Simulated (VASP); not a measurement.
From VASP inputs to Ansatz: PbS (strained rocksalt)

INCAR

```
EDIFF = 1E-7
METAGGA = R2SCAN
LCHARG = .FALSE.
ISIF = 2
PREC = Accurate
ISMEAR = 0
NELM = 120
LWAVE = .FALSE.
SIGMA = 0.01
NBANDS = 17
LREAL = .FALSE.
LASPH = .TRUE.
IBRION = -1
NSW = 0
ENCUT = 520
ALGO = Normal
```

KPOINTS

```
KPOINTS created by Atomic Simulation Environment
0
Gamma
8 8 8
0 0 0
```

KPOINTS_OPT

```
special points
7
Reciprocal
0.0000000000 0.0000000000 0.0000000000 1
0.5000000000 0.0000000000 0.5000000000 1
0.6250000000 0.2500000000 0.6250000000 1
0.3750000000 0.3750000000 0.7500000000 1
0.5000000000 0.5000000000 0.5000000000 1
0.5000000000 0.2500000000 0.7500000000 1
0.0000000000 0.0000000000 0.5000000000 1
```

POSCAR

```
Pb S
 1.0000000000000000
     0.0000000000000000    3.0171050030000002    2.9795134130999998
     3.0171050030000002    0.0000000000000000    2.9795134130999998
     3.0171050030000002    3.0171050030000002    0.0000000000000000
 Pb  S
   1   1
Cartesian
  0.0000000000000000  0.0000000000000000  0.0000000000000000
  3.0171050030000002  3.0171050030000002  2.9795134130999994
```

VASP ran with the recommended PBE PAW datasets (20 valence electrons in the cell).

Task: Write an Ansatz input for this cell and level of theory.

Result: 

```yaml
crystal:
  lattice:
    - [0.0, 3.017105003, 2.9795134131]
    - [3.017105003, 0.0, 2.9795134131]
    - [3.017105003, 3.017105003, 0.0]
  atoms:
    - { symbol: Pb, position: [0.0, 0.0, 0.0] }
    - { symbol: S, position: [0.5, 0.5, 0.5] }
kpoints:
  mp_grid: { grid: [8, 8, 8] }
  band_path:
    path:
      - [0.0, 0.0, 0.0]
      - [0.5, 0.0, 0.5]
      - [0.625, 0.25, 0.625]
      - [0.375, 0.375, 0.75]
      - [0.5, 0.5, 0.5]
      - [0.5, 0.25, 0.75]
      - [0.0, 0.0, 0.5]
    npoints: 1
hamiltonian:
  xc: r2scan
scf:
  occupations: { method: fixed }
  n_extra_bands: 4
output:
  forces: true
  stress: true
  eigenvalues: true
```

Other inputs would serve too.

|  | VASP | Ansatz |
| --- | --- | --- |
| gap between bands v and c | 0.76 eV | 0.75 eV |
| least direct gap | 0.76 eV | 0.75 eV |
| pressure | -1.0 GPa | -0.9 GPa |

Each program uses its own PAW datasets. VASP's cell holds 20 valence electrons and Ansatz's 20. Ansatz's stress includes a Pulay correction; VASP's doesn't.
